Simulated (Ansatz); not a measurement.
**InSe (P6_3/mmc), one atom moved along a line**

All numbers below come from DFT PBEsol, scalar-relativistic, plane waves, PAW (Ansatz 0.2.0). The runs took a 420 eV cutoff, a Γ-centred 12×12×4 mesh and Gaussian smearing (0.15 eV). No spin polarisation. Energies are free energies at this smearing, counted from the undisturbed cell; pressure is positive in compression.

The starting cell (as given, not relaxed at this level; it stands at 5.0 GPa):

```yaml
crystal:
  lattice:
    - [4.05000, 0.00000, 0.00000]
    - [-2.02500, 3.50740, 0.00000]
    - [0.00000, 0.00000, 16.93000]
  atoms:
    - { symbol: In, position: [0.33333, 0.66667, 0.15700] }
    - { symbol: In, position: [0.66667, 0.33333, 0.65700] }
    - { symbol: In, position: [0.33333, 0.66667, 0.34300] }
    - { symbol: In, position: [0.66667, 0.33333, 0.84300] }
    - { symbol: Se, position: [0.33333, 0.66667, 0.60200] }
    - { symbol: Se, position: [0.66667, 0.33333, 0.10200] }
    - { symbol: Se, position: [0.33333, 0.66667, 0.89800] }
    - { symbol: Se, position: [0.66667, 0.33333, 0.39800] }
```

The cell holds layers and no dispersion correction was added, so their binding is poorly described.

Atom 1 (In) is moved by x along the Cartesian unit vector (-0.805, -0.465, -0.370); the cell and all other atoms stay fixed. The cell is metallic on the mesh throughout.

```tsv
x (Å)	ΔE (meV/cell)	force along x on the moved atoms (eV/Å)	pressure (GPa)
-0.2000	-57.7	0.26	4.9
-0.1333	-65.1	?	?
-0.0667	-48.5	-0.47	4.9
0.0000	0.0	-1.01	5.0
0.0333	39.0	-1.34	5.1
0.0667	89.9	?	?
0.1000	153.7	-2.13	5.3
0.1333	232.2	-2.60	5.4
0.1667	?	?	5.6
0.2000	441.3	-3.71	5.8
```

(1) Give the withheld values.

Results:

(1) force along x on the moved atoms (eV/Å) at x (Å) = -0.1333: -0.05; pressure (GPa) at x (Å) = -0.1333: 4.9; force along x on the moved atoms (eV/Å) at x (Å) = 0.0667: -1.71; pressure (GPa) at x (Å) = 0.0667: 5.2; ΔE (meV/cell) at x (Å) = 0.1667: 327.6; force along x on the moved atoms (eV/Å) at x (Å) = 0.1667: -3.12.